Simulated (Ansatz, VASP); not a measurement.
# One calculation of AlN, two programs

```
Al N
1.0
     3.08872    0.00000    0.00000
    -1.54436    2.67491    0.00000
     0.00000    0.00000    4.94327
Al N
2 2
Direct
  0.33333 0.66667 0.00001
  0.66667 0.33333 0.50001
  0.33333 0.66667 0.38199
  0.66667 0.33333 0.88199
```

Alike in both runs: functional LDA; k mesh 8 × 8 × 4; no spin polarisation.

Ansatz relaxed the structure, and its values are those at the end. VASP's run is a single point on that final structure, the one shown.

|  | VASP | Ansatz |
| --- | --- | --- |
| version | VASP 6.6.1 | Ansatz 0.2.0 |
| potentials or method | VASP PAW LDA potentials, release 64 (Al, N) | scalar-relativistic, plane waves, PAW |
| plane-wave cutoff (eV) | 520 | 420 |
| occupations | gaussian, width 0.01 eV | fixed |
| valence electrons in the cell | 16 | 16 |

|  | VASP | Ansatz | Ansatz less VASP |
| --- | --- | --- | --- |
| gap on the k mesh at the Fermi level (eV) | 4.42 | 4.42 | -0.007 |
| least direct gap on the mesh (eV) | 4.42 | 4.42 | -0.007 |
| pressure (GPa) | 0.6 | 0.0 | -0.62 |

LDA gaps usually lie below the measured ones, often by a third to a half.
